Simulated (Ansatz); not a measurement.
Input and command of a calculation in Ansatz (plane waves; scalar-relativistic PAW potentials unless the input names others):

```yaml
crystal:
  lattice:
    - [2.9453702557, 0.0, 0.0]
    - [-1.4726851278, 2.550765465, 0.0]
    - [0.0, 0.0, 4.8171838992]
  atoms:
    - { symbol: Ag, position: [0.3333333333, 0.6666666667, 0.25] }
    - { symbol: Ag, position: [0.6666666667, 0.3333333333, 0.75] }
basis:
  ecutwfc: 420
kpoints:
  mp_grid: { grid: [18, 18, 10] }
hamiltonian:
  xc: pbe
  hubbard: { sites: [{ species: Ag, l: d, u_eff: 5.0 }], double_counting: fll }
scf:
  occupations: { method: gaussian, width: 0.1 }
  convergence: { dr2_threshold: 1.0e-05 }
  algorithm: density_mixing
output:
  forces: true
  eigenvalues: true
  stress: true
```

```bash
ansatz run input.yaml --threads 1 --pin off --max-ram 2560MiB --backend cpu --events-out ev --progress --plain --runs-dir out
```

Abridged log:
```
Warning: scf.convergence.dr2_threshold = 1e-5 eV is looser than this run's default, which is 1e-7 eV or tighter. The error in the forces grows as the threshold's square root, so leave the key out unless less accurate forces are enough
Warning: output.stress: scf.convergence.dr2_threshold = 1e-5 eV is looser than the 2e-10 eV advised for a printed stress (1e-10 eV for each atom of the cell: 2). ...
Basis set: ecut = 420 eV, 701 PW (Γ), exchange–correlation on 40×40×72 points (8 copies of the dense FFT grid, shifted against one another)
Bands: 23, of which v1, the nominal top of the filled ones, is band 19 counted from 1 (18 counted from 0)
Symmetry: 24 space group operations
k-points: 222 of 3240
SCF iter   1: F=—  HF=-15180.833250 eV  |F-HF|=—  |Δ(HF+E_count)|=         —  Δρ=4.46e-2  dr2=8.06e-1  ethr=2.12e-3  ⟨swp⟩=1.0  Hψ=25488  notcnv=0
SCF iter   2: F=—  HF=-15180.641341 eV  |F-HF|=—  |Δ(HF+E_count)|=   1.92e-1  Δρ=1.84e-2  dr2=1.40e-1  ethr=2.12e-3  ⟨swp⟩=2.3  Hψ=8124  notcnv=0
SCF iter   3: F=—  HF=-15180.605486 eV  |F-HF|=—  |Δ(HF+E_count)|=   3.59e-2  Δρ=6.85e-3  dr2=1.37e-2  ethr=3.67e-4  ⟨swp⟩=1.7  Hψ=7665  notcnv=0
SCF iter   4: F=—  HF=-15180.605856 eV  |F-HF|=—  |Δ(HF+E_count)|=   3.70e-4  Δρ=1.45e-3  dr2=4.07e-4  ethr=3.62e-5  ⟨swp⟩=2.7  Hψ=9454  notcnv=0
SCF iter   5: F=—  HF=-15180.606079 eV  |F-HF|=—  |Δ(HF+E_count)|=   2.23e-4  Δρ=3.07e-4  dr2=3.14e-5  ethr=1.07e-6  ⟨swp⟩=2.3  Hψ=8483  notcnv=0
SCF iter   6: F=-15180.606088 eV  HF=-15180.606088 eV  |F-HF|=2.18e-7  |Δ(HF+E_count)|=   8.80e-6  Δρ=6.32e-5  dr2=1.49e-6  ethr=2.63e-8  ⟨swp⟩=6.0  Hψ=21501  notcnv=0
SCF 1 converged in 6 iterations: F = -15180.606088 eV  dr2 = 1.49e-6
SCF converged after 6 iterations
Free energy (F): -15180.606088 eV
Harris-Foulkes:  -15180.606088 eV  (|F-HF|=2.18e-7)
Internal energy: -15180.602916 eV  (E = F + TS)
E sigma→0 (E₀):  -15180.604502 eV
Entropy (-TS):   -0.003172 eV (-1.586 meV/atom)
Fermi energy:    15.854283 eV
--- Forces (eV/Å), atoms counted from 1 ---
  atom   1  Ag     0.00000000     0.00000000     0.00000000
  atom   2  Ag     0.00000000     0.00000000     0.00000000
--- Stress (GPa, compression-positive) ---
        1.437776       0.000000       0.000000
        0.000000       1.437776       0.000000
        0.000000       0.000000       1.436273
  P = ⅓ Tr σ = 1.4373 GPa (14.373 kbar)
Occupation matrices written to <dir>
```

Apart from outputs, empty bands and the relaxation, which only the reference makes, the input differs from a reference run on usual settings in scf.convergence.dr2_threshold: not typed → 1e-05; scf.algorithm: not typed → "density_mixing"; hamiltonian.hubbard: not typed → {"sites": [{"species": "Ag", "l": "d", "u_eff": 5.0}], "double_counting": "fll"}. The reference, at the same geometry, ended its own course with pressure -1.00 GPa, largest force 0.000 eV/Å, no gap on the mesh. This run converged in 6 SCF iterations with an energy at zero smearing 245 meV/atom above the reference's (the Hamiltonian itself differs), pressure 1.44 GPa, largest force 0.000 eV/Å, no gap on the mesh. Its SCF threshold is looser than usual. The Hamiltonian differs as well, so the change in the result can't be put down to that alone.

The run took 11 s on 1 thread of Arm Neoverse V2, with other jobs on the host, peak memory 0.45 GiB.